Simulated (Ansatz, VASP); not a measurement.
# TaN (TaN strained to the junction's net) in two plane-wave programs

One calculation is typed for both programs; each brings its own data sets. How far apart do they land? The cell is generated by rule, not measured, and may not be a known phase. The structure shown is the end of the Ansatz relaxation below.

Calculated with Ansatz 0.2.0; plane waves, with VASP 6.6.1 beside it; PBE.

### Step 1. The structure

The structure is tetragonal, space group I4/mmm (No. 139). The conventional cell has a = 3.062 Å, b = 3.062 Å, c = 4.455 Å, α = 90.00°, β = 90.00°, γ = 90.00°. N has 6 Ta at 2.17 to 2.23 Å nearest. Nearest to Ta lie 6 N at 2.17 to 2.23 Å. Farther neighbours and most contacts between anions are not listed.

As a file:

```cif
data_structure
_symmetry_space_group_name_H-M 'I4/mmm'
_symmetry_Int_Tables_number 139
_cell_length_a 3.0620
_cell_length_b 3.0620
_cell_length_c 4.4552
_cell_angle_alpha 90.000
_cell_angle_beta 90.000
_cell_angle_gamma 90.000
_cell_volume 41.77
loop_
_atom_site_label
_atom_site_type_symbol
_atom_site_symmetry_multiplicity
_atom_site_Wyckoff_symbol
_atom_site_fract_x
_atom_site_fract_y
_atom_site_fract_z
_atom_site_occupancy
N1 N 2 a 0.00000 0.00000 0.00000 1
Ta1 Ta 2 b 0.50000 0.50000 0.00000 1
```

### Step 2. Ansatz: relaxation, PBE

Ansatz runs on its default PAW (the set named soft_2) files.

This run makes the geometry at which the two programs are then compared.

input.yaml reads:

```yaml
crystal:
  lattice:
    - [3.062, 0.0, 0.0]
    - [0.0, 3.062, 0.0]
    - [0.0, 0.0, 4.4827746504]
  atoms:
    - { symbol: "N", position: [0.0, 0.0, 0.0] }
    - { symbol: Ta, position: [0.5, 0.5, 0.0] }
    - { symbol: "N", position: [0.5, 0.5, 0.5] }
    - { symbol: Ta, position: [0.0, 0.0, 0.5] }
kpoints:
  mp_grid: { grid: [12, 12, 7] }
scf:
  occupations: { method: fermi_dirac, width: 0.1 }
  max_iter: 150
hamiltonian:
  xc: pbe
relax:
  f_tol: 0.01
  max_steps: 40
  cell: { fix: [a, b, angles] }
```

Command:

```console
$ ansatz run input.yaml --threads 4 --pin off --max-ram 12288MiB --backend cpu --events-out ev --progress --plain --runs-dir out
```

Numbers of over 12 decimals in the logs are rounded to 6 here.

Output:

```text
Engine: ansatz 0.2.0, aarch64-unknown-linux-gnu
Pseudopotentials: kind: paw
Pseudopotential: N, paw, valence charge 5, recommended cutoff 420 eV (normal), N.paw.azcp
Pseudopotential: Ta, paw, valence charge 13, recommended cutoff 420 eV (normal), Ta.paw.azcp
Functional definition: PBE
  parameter kappa = 0.804
  parameter beta = 0.066725
  exchange = pbe_x(kappa = kappa, mu = beta*pi^2/3)
  correlation = pbe_c(beta = beta)
Crystal: 4 atoms, lattice volume = 42.030 Å³
Basis set: ecut = 420 eV, 815 PW (Γ), exchange–correlation on 48×48×60 points (8 copies of the dense FFT grid, shifted against one another)
Bands: 22, of which v1, the nominal top of the filled ones, is band 18 counted from 1 (17 counted from 0)
Symmetry: 32 space group operations
Space group: I4/mmm (ITA 139), of the structure as read, at distance tolerance 3.5e-5 Å
k-points: 112 of 1008
Non-local potential: N, projectors of the file, l = 0: 2, l = 1: 2, l = 2: 1
Non-local potential: Ta, projectors of the file, l = 0: 3, l = 1: 2, l = 2: 2, l = 3: 1
PAW form: soft (Blöchl's): semilocal exchange-correlation on the pseudo side does not see the compensation charge
PAW one-centre angular grid: N, 110 points (default); XC on 64 Gauss nodes
PAW one-centre angular grid: Ta, 590 points (default); XC on 64 Gauss nodes
Initial density: superposition of atomic densities (neutral atoms: chi_scale 0, normalization atom), corrected by the library's trained network
Initial wavefunctions: pseudopotential atomic-orbital guess
Functional: x = pbe(κ = 0.804, μ = 0.219515), c = pbe(β = 0.066725)
SCF iter   1: F=—  HF=-20635.776521 eV  |F-HF|=—  |Δ(HF+E_count)|=         —  Δρ=2.76e-3  dr2=2.48e-3  ethr=1.77e-3  ⟨swp⟩=5.4  Hψ=23369  notcnv=0  defer=7
automatic band count: the SCF goes on with 26 bands, as 22 were too few: the levels above may hold too much charge
preconditioner: auto → Kerker (q_TF=auto, 2.659 Å⁻¹)  [metal: Δε(μ)=0.019 eV  Ē_g=11.161 eV  σ=0.100 eV  W_gap=0.05  n_scr=14 (ndim 8)  ℏωp=25.6 eV  f_vac=0.000  D(μ)=1.65/eV (n_scr^D=14)]
SCF iter   2: F=—  HF=-20635.775946 eV  |F-HF|=—  |Δ(HF+E_count)|=   5.75e-4  Δρ=1.41e-3  dr2=6.26e-4  ethr=6.89e-6  ⟨swp⟩=1.9  Hψ=4521  notcnv=0  defer=4
SCF iter   3: F=—  HF=-20635.776024 eV  |F-HF|=—  |Δ(HF+E_count)|=   7.83e-5  Δρ=2.28e-4  dr2=1.74e-5  ethr=1.74e-6  ⟨swp⟩=2.4  Hψ=4203  notcnv=0  defer=4
SCF iter   4: F=—  HF=-20635.776152 eV  |F-HF|=—  |Δ(HF+E_count)|=   1.28e-4  Δρ=7.21e-5  dr2=9.85e-7  ethr=4.84e-8  ⟨swp⟩=2.3  Hψ=4492  notcnv=0  defer=4
iter 5 did not close the SCF: its close was put off for the readings that it lacked (scf_convergence_deferred on its scf_iter line)
SCF iter   5: F=-20635.776152 eV  HF=-20635.776152 eV  |F-HF|=6.44e-9  |Δ(HF+E_count)|=   5.61e-8  Δρ=6.83e-6  dr2=8.07e-9  ethr=2.73e-9  ⟨swp⟩=2.1  Hψ=4816  notcnv=0  defer=4
SCF iter   6: F=-20635.776152 eV  HF=-20635.776152 eV  |F-HF|=1.75e-10  |Δ(HF+E_count)|=   7.17e-9  Δρ=1.40e-6  dr2=4.19e-10  ethr=2.24e-11  ⟨swp⟩=2.0  Hψ=7775  notcnv=0
SCF 1 converged in 6 iterations: F = -20635.776152 eV  dr2 = 4.19e-10
  greatest PAW one-centre occupation: 0.999 electrons in one spin orbital (limit 2), on the Ta atom at site 3 (counted from 0), in its partial waves of l = 0
relax step   1: F+E_penalty+E_count = -20635.77615245 eV  Δ(F+E_penalty+E_count) = +0.000e0 eV  max|allowed force component| = 1.849e-30 eV/Å  Δτ_max = 0.0000 Å  P = +9.842 GPa  Ω = 42.030 Å³  fix = [a, b, alpha, beta, gamma]  reactions: a +16.591, b +16.591 GPa  (6 SCF iters, dr2 threshold 1.00e-7 eV, accepted)
[...]
relax step   2: F+E_penalty+E_count = -20635.77991860 eV  Δ(F+E_penalty+E_count) = -3.766e-3 eV  max|allowed force component| = 3.673e-30 eV/Å  Δτ_max = 0.0000 Å  P = +11.723 GPa  Ω = 41.783 Å³  energy of the carried Pulay correction = +7.593e-4 eV  fix = [a, b, alpha, beta, gamma]  reactions: a +17.671, b +17.671 GPa  (6 SCF iters, dr2 threshold 4.00e-7 eV, accepted)
[...]
relax step   3: F+E_penalty+E_count = -20635.77996310 eV  Δ(F+E_penalty+E_count) = -4.450e-5 eV  max|allowed force component| = 4.548e-30 eV/Å  Δτ_max = 0.0000 Å  P = +11.820 GPa  Ω = 41.771 Å³  energy of the carried Pulay correction = +7.975e-4 eV  fix = [a, b, alpha, beta, gamma]  reactions: a +17.724, b +17.724 GPa  (6 SCF iters, dr2 threshold 7.63e-8 eV, accepted)
[...]
relax step   4: F+E_penalty+E_count = -20635.77918177 eV  Δ(F+E_penalty+E_count) = +7.813e-4 eV  max|allowed force component| = 2.453e-30 eV/Å  Δτ_max = 0.0000 Å  P = +11.791 GPa  Ω = 41.771 Å³  fix = [a, b, alpha, beta, gamma]  reactions: a +17.705, b +17.705 GPa  stress off target by 3.77e-2 GPa on what of the cell is left free  SCF on the basis re-selected at this cell (its energy is not comparable with the rows above)  (9 SCF iters)
basis re-selected at this cell: Δ(F+E_penalty+E_count) = +7.813e-4 eV, ΔP = -0.030 GPa vs the last step (what re-selecting the basis moved, of the pressure what is left beyond the Pulay correction that the steps carried, after the strain that the cell walked since its last selection, with what the two solves' SCF thresholds leave and, on support functions, any second-order correction that the steps lacked; it is no m [...]
SCF converged after 9 iterations
Free energy (F): -20635.779182 eV
Harris-Foulkes:  -20635.779182 eV  (|F-HF|=3.64e-12)
Internal energy: -20635.725694 eV  (E = F + TS)
E sigma→0 (E₀):  -20635.752438 eV
Entropy (-TS):   -0.053488 eV (-13.372 meV/atom)
Fermi energy:    22.120963 eV
--- Per-component energies (eV) ---
  E_band       = -74.434179
  E_kinetic    = 1005.833538
  E_local      = -1143.594609  (includes V_loc(G=0)·N_el)
  E_nonlocal   = 120.672908
  E_hartree    = 387.786297
  E_xc         = -561.378746
  E_vxc        = -566.793127  (∫ρ·V_xc dr)
  E_paw        = -17049.241095  (= ΣΔE_a)
  E_vpaw       = -266.125981  (= ΣTr[D̂ρ^β])
  E_aug_tail   = 0.000499  (compensation charges beyond the density's cutoff)
  E_ewald      = -3395.804486
  E_smearing   = -0.053488  (= −TS)
  E_closure    = 0.000000  (closes the sum)
  Σ components = -20635.779182   (vs F -20635.779182, Δ=0.00e0)
--- Forces (eV/Å), atoms counted from 1 ---
  atom   1  N      0.00000000     0.00000000     0.00000000
  atom   2  Ta     0.00000000     0.00000000     0.00000000
  atom   3  N      0.00000000     0.00000000     0.00000000
  atom   4  Ta    -0.00000000     0.00000000     0.00000000
  max |Σ_I F_I| component: 6.66e-30 eV/Å
--- Stress (GPa, compression-positive) ---
       17.704628       0.000000       0.000000
        0.000000      17.704628       0.000000
        0.000000       0.000000      -0.037681
  P = ⅓ Tr σ = 11.7905 GPa (117.905 kbar)
--- Relaxed structure (3 steps of the walk, 3 accepted, 1 SCFs on fresh bases) ---
  F+E_penalty+E_count = -20635.77918177 eV   max|allowed force component| = 2.453e-30 eV/Å   (the final SCF, on the basis selected at the relaxed cell)
  cell:  # Å, volume = 41.7710 Å³
    - [3.062, 0, 0.0]
    - [0, 3.062, 0.0]
    - [0.0, 0.0, 4.455172]
  atoms:
    - { symbol: N, position: [0, 0, 0.0] }
    - { symbol: Ta, position: [0.5, 0.5, 0.0] }
    - { symbol: N, position: [0.5, 0.5, 0.5] }
    - { symbol: Ta, position: [0, 0, 0.5] }
```

In the SCF lines HF is the Harris–Foulkes energy and dr2 the Hartree energy of the density residual, in eV; the loop may stop once dr2 is under the threshold and the program's other checks hold. Hψ counts applications of the Hamiltonian.

### Step 3. VASP: single point, PBE

The same cell, functional, mesh and smearing now go to VASP, with its own data sets.

Lines of VASP's logs that name or quote its potential files are left out, and so is its time.

INCAR reads:

```
SYSTEM = TaN
PREC = Accurate
ENCUT = 600
EDIFF = 1E-06
NELM = 120
ISMEAR = -1
SIGMA = 0.1
LREAL = .FALSE.
ALGO = Normal
GGA = PE
NBANDS = 22
LASPH = .TRUE.
LORBIT = 11
LWAVE = .FALSE.
LCHARG = .FALSE.
ISIF = 2
GGA_COMPAT = .FALSE.
```

POSCAR reads:

```
TaN
1.0
    3.0620000000      0.0000000000      0.0000000000
    0.0000000000      3.0620000000      0.0000000000
    0.0000000000      0.0000000000      4.4551724525
N Ta
2 2
Direct
    0.0000000000      0.0000000000      0.0000000000
    0.5000000000      0.5000000000      0.5000000000
    0.5000000000      0.5000000000      0.0000000000
    0.0000000000      0.0000000000      0.5000000000
```

KPOINTS reads:

```
Automatic mesh
0
Gamma
12 12 7
0 0 0
```

The projector-augmented-wave data sets are N and Ta_pv (PBE family, release 64).

Command:

```console
$ mpirun -np 1 vasp_std
```

Output:

```text
[banner, memory and clock lines left out]
running    1 mpi-ranks, on    1 nodes
 distrk:  each k-point on    1 cores,    1 groups
 distr:  one band on    1 cores,    1 groups

 POSCAR found type information on POSCAR N Ta
 POSCAR found :  2 types and       4 ions
 LDA part: xc-table for (Slater+PW92), standard interpolation
 POSCAR, INCAR and KPOINTS ok, starting setup
 FFT: planning ... GRIDC
 FFT: planning ... GRID_SOFT
 FFT: planning ... GRID
 WAVECAR not read
 entering main loop
       N       E                     dE             d eps       ncg     rms          rms(c)
DAV:   1     0.284085933071E+03    0.28409E+03   -0.19438E+04  4936   0.173E+03
DAV:   2    -0.336747171782E+02   -0.31776E+03   -0.30411E+03  5742   0.469E+02
DAV:   3    -0.493516585366E+02   -0.15677E+02   -0.15196E+02  6262   0.957E+01
DAV:   4    -0.496435800380E+02   -0.29192E+00   -0.28961E+00  5954   0.126E+01
DAV:   5    -0.496496831808E+02   -0.61031E-02   -0.60981E-02  6280   0.141E+00    0.354E+01
DAV:   6    -0.437673318169E+02    0.58824E+01   -0.29211E+01  5876   0.372E+01    0.156E+01
DAV:   7    -0.436436534825E+02    0.12368E+00   -0.13418E+00  5778   0.768E+00    0.904E+00
DAV:   8    -0.436025235522E+02    0.41130E-01   -0.21236E-01  5838   0.340E+00    0.872E-01
DAV:   9    -0.435938912674E+02    0.86323E-02   -0.40665E-02  6016   0.117E+00    0.222E-01
DAV:  10    -0.435938778483E+02    0.13419E-04   -0.34915E-03  6060   0.528E-01    0.912E-02
DAV:  11    -0.435937149702E+02    0.16288E-03   -0.51427E-04  6062   0.167E-01    0.171E-02
DAV:  12    -0.435937156519E+02   -0.68166E-06   -0.54237E-05  6072   0.506E-02    0.627E-03
DAV:  13    -0.435937146955E+02    0.95637E-06   -0.25235E-06  5280   0.107E-02
   1 F= -.43593715E+02 E0= -.43567005E+02  d E =-.534203E-01
```

From OUTCAR (step 3):

```text
ion  position               nearest neighbor table
   1  0.000  0.000  0.000-   3 2.17   3 2.17   3 2.17   3 2.17   4 2.23   4 2.23
   2  0.500  0.500  0.500-   4 2.17   4 2.17   4 2.17   4 2.17   3 2.23   3 2.23
   3  0.500  0.500  0.000-   1 2.17   1 2.17   1 2.17   1 2.17   2 2.23   2 2.23   4 3.11   4 3.11
                             4 3.11   4 3.11   4 3.11   4 3.11   4 3.11   4 3.11
   4  0.000  0.000  0.500-   2 2.17   2 2.17   2 2.17   2 2.17   1 2.23   1 2.23   3 3.11   3 3.11
                             3 3.11   3 3.11   3 3.11   3 3.11   3 3.11   3 3.11

  LATTYP: Found a simple tetragonal cell.
 ALAT       =     3.0620000000
 C/A-ratio  =     1.4549877376

 Subroutine GETGRP returns: Found 16 space group operations
 (whereof 16 operations were pure point group operations)

The static configuration has the point symmetry D_4h.

 Found    112 irreducible k-points:

   k-points           NKPTS =    112   k-points in BZ     NKDIM =    112   number of bands    NBANDS=     22

   dimension x,y,z NGX =    24 NGY =   24 NGZ =   36
   dimension x,y,z NGXF=    48 NGYF=   48 NGZF=   72

   ENCUT  =  600.0 eV  44.10 Ry    6.64 a.u.   6.12  6.12  8.90*2*pi/ulx,y,z

   NELECT =      32.0000    total number of electrons

 k-points in reciprocal lattice and weights: Automatic mesh
   0.00000000  0.00000000  0.00000000       0.001
   0.08333333  0.00000000  0.00000000       0.004
   0.16666667  0.00000000  0.00000000       0.004
   0.25000000  0.00000000  0.00000000       0.004
   0.33333333  0.00000000  0.00000000       0.004
   0.41666667  0.00000000  0.00000000       0.004
   0.50000000  0.00000000  0.00000000       0.002
   0.08333333  0.08333333  0.00000000       0.004
   0.16666667  0.08333333  0.00000000       0.008
[...]
0.50000000  0.41666667  0.42857143       0.008
   0.50000000  0.50000000  0.42857143       0.002

 average (electrostatic) potential at core
       1 -61.0860       2 -61.0860       3 -34.5693       4 -34.5693

 E-fermi :   9.7410

 k-point     1 :       0.0000    0.0000    0.0000
  band No.  band energies     occupation
    ...
     15       5.9100      2.00000
     16       7.3694      2.00000
     17       7.7205      2.00000
     18       7.7205      2.00000
     19       9.4693      1.87605
     20      10.0272      0.10813
     21      11.5931      0.00000
     22      11.9219      0.00000

 k-point     2 :       0.0833    0.0000    0.0000
  band No.  band energies     occupation
    ...
     15       5.5672      2.00000
     16       7.7949      2.00000
     17       7.8005      2.00000
     18       7.9164      2.00000
     19       9.6083      1.58059
     20      10.6922      0.00015
     21      12.0358      0.00000
     22      12.3905      0.00000

 k-point     3 :       0.1667    0.0000    0.0000
  band No.  band energies     occupation
    ...
     14       4.8966      2.00000
     15       6.4129      2.00000
     16       8.0381      2.00000
     17       8.3317      2.00000
     18       8.5918      1.99998
     19       9.9170      0.29344
     20      12.1568      0.00000
     21      12.9003      0.00000
     22      13.1285      0.00000

  Total        4.8402972      4.8402972      0.1885431      0.0000000      0.0000000      0.0000000
  in kB      185.6554551    185.6554551      7.2317996      0.0000000      0.0000000      0.0000000
  external PRESSURE =     126.1809032 kB  Pullay stress =       0.0000000 kB

  energy-cutoff  :      600.00
  volume of cell :       41.77
      direct lattice vectors                 reciprocal lattice vectors
     3.062000000  0.000000000  0.000000000     0.326583932  0.000000000  0.000000000
     0.000000000  3.062000000  0.000000000     0.000000000  0.326583932  0.000000000
     0.000000000  0.000000000  4.455172453     0.000000000  0.000000000  0.224458202

 POSITION                                       TOTAL-FORCE (eV/Angst)
 -----------------------------------------------------------------------------------
      0.00000      0.00000      0.00000         0.000000      0.000000      0.000000
      1.53100      1.53100      2.22759         0.000000      0.000000      0.000000
      1.53100      1.53100      0.00000        -0.000000     -0.000000     -0.000000
      0.00000      0.00000      2.22759         0.000000      0.000000      0.000000
 -----------------------------------------------------------------------------------
    total drift:                                0.000000     -0.000000     -0.000000

  FREE ENERGIE OF THE ION-ELECTRON SYSTEM (eV)
  ---------------------------------------------------
  free  energy   TOTEN  =       -43.5937146955 eV

  energy  without entropy=      -43.5402944083  energy(sigma->0) =      -43.56700455

 total charge
# of ion       s       p       d       tot
------------------------------------------
    1        1.229   2.547   0.000   3.776
    2        1.229   2.547   0.000   3.776
    3        0.279   6.232   2.479   8.990
    4        0.279   6.232   2.479   8.990
--------------------------------------------------
tot          3.015  17.558   4.958  25.531

[... 3 further parts left out ...]
```

The run ends at a pressure of 12.62 GPa.

### Step 4. Differences

Known differences besides the potentials themselves: the data sets hold 36 valence electrons in Ansatz (on its default PAW (the set named soft_2) files) and 32 in VASP; the cutoff is 420 eV in Ansatz and 600 eV in VASP; Ansatz's pressure holds a Pulay correction, VASP's none. Total energies have different zeros and are not compared.

The two programs side by side:

```
      quantity  Ansatz   VASP  difference
pressure (GPa)   11.79  12.62       -0.83
```

### Step 5. Results

| Quantity | Value |
| --- | --- |
| difference in pressure (single point, PBE) | -0.83 GPa |

What this shows: The difference in pressure is -0.83 GPa (single point, PBE), within the 1 GPa picked in this series as the mark of a large difference. The data sets hold unlike numbers of valence electrons (36 in Ansatz and 32 in VASP), so part of the differences may come from the potentials. Such differences can come from data sets, numerical settings and the points named under the comparisons, not from the functional's error against experiment.

[Lines on the potential files, build, host, timing and source positions are cut from VASP's logs without a mark.]

[Logs are printed without paths, hosts, clocks, repeated set-up lines and the standing remarks that a program may print on its own settings, such as how far it seeks lower states.]

[Hosts, paths, dates, database ids (printed as entryN), source tags and the programs' standing remarks are cut or masked in the printed files.]
